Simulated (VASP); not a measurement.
Write the native input for VASP 6.6.1 that does the following.

- Task: relaxation of the atoms
- Functional: PBE
- Dispersion: D3(BJ)
- Potentials or basis: VASP PAW PBE potentials, release 64 (Be, Te)
- Cutoff: 600 eV
- k mesh: 8 × 8 × 8
- Occupations: gaussian, width 0.03 eV
- Spin: no spin polarisation
- Further INCAR settings: ALGO = Normal; EDIFF = 1e-07; IBRION = 2; EDIFFG = -0.01; NSW = 40

The structure of BeTe lies in POSCAR:

```
BeTe                                    
1.0
    0.0000000000      2.7551512215      2.7551512215
    2.7551512215      0.0000000000      2.7551512215
    2.7551512215      2.7551512215      0.0000000000
  Be              Te            
     1     1
Direct
     0.0000000000000000    0.0000000000000000    0.0000000000000000
     0.2500000000000000    0.2500000000000000    0.2500000000000000
```

The cell isn't the ideal one: a relaxed cell with its volume scaled by 0.96.

One way to write it, as run:

INCAR

```
SYSTEM = BeTe
PREC = Accurate ; ENCUT = 600
EDIFF = 1E-7 ; ISMEAR = 0
SIGMA = 0.03 ; LREAL = .False.
LASPH = .True. ; NELM = 80
ALGO = Normal ; ISIF = 2
LWAVE = .False. ; LCHARG = .False.
GGA = PE ; IVDW = 12
IBRION = 2 ; NSW = 40
EDIFFG = -0.01
```

KPOINTS

```
regular mesh
0
Gamma
  8 8 8
  0 0 0
```

Potentials or basis: VASP PAW PBE potentials, release 64 (Be, Te).

The run is started by

```bash
$ cat potpaw_PBE.64/Be/POTCAR potpaw_PBE.64/Te/POTCAR > POTCAR
$ mpirun -np 1 vasp_std > vasp.out
```

It gave:

The pressure after relaxing is 2.7 GPa and the band gap on the k mesh is 1.80 eV, indirect (least direct gap 3.55 eV). The dispersion energy per atom is -0.363 eV.

Caveat: the relaxation stopped at its first step, so nothing moved; spin-orbit coupling is left out, which moves the levels of the heavy elements.

Wall time 7 s on 1 thread of AMD EPYC 9R45 96-Core Processor (Zen 5) (shared host), peak memory 0.16 GiB.
